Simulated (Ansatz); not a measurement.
ZrO$_{2}$:
```xyz
3
Lattice="0.0000 2.5320 2.5320 2.5320 0.0000 2.5320 2.5320 2.5320 0.0000" Properties=species:S:1:pos:R:3 pbc="T T T"
Zr     0.0000     0.0000     0.0000
O      1.2660     1.2660     1.2660
O      3.7980     3.7980     3.7980
```

Relaxed with PBEsol. Special points in fractions of this cell's reciprocal vectors: Γ (0.000, 0.000, 0.000); X (0.500, 0.000, 0.500); U (0.625, 0.250, 0.625); K (0.375, 0.375, 0.750); L (0.500, 0.500, 0.500); W (0.500, 0.250, 0.750).

**Question.** List the band energies nearest the valence-band maximum at these points for plane-wave PAW PBEsol (Ansatz code).

**Answer.** In eV from the valence-band maximum; about four levels below and three above (degenerate sets whole), none deeper than 8.9 eV; points with the same levels are listed once.

```
k                                below                above
-  -----------------------------------  -------------------
Γ  -5.37 -5.37 -5.37 -0.55 -0.55 -0.55       3.33 3.33 6.48
X         -3.21 -3.21 -1.55 -1.55 0.00       3.76 4.78 5.96
U              -3.14 -2.27 -1.23 -0.34       4.01 4.78 6.29
L              -2.60 -2.52 -1.67 -1.67       4.00 4.00 6.23
W              -2.43 -2.43 -1.41 -0.21  4.45 4.61 6.41 6.41
```

Space group Fm-3m (fluorite). This is a known high-temperature phase of the composition, computed here at zero pressure and temperature. The cell was relaxed with PBEsol under the symmetry of its start; whether a distortion lowers the energy is not shown. The run is not spin-polarised. Scalar-relativistic: spin–orbit coupling is off unless named, which matters more the heavier the elements.

Potentials: the later of the program's two PAW sets.
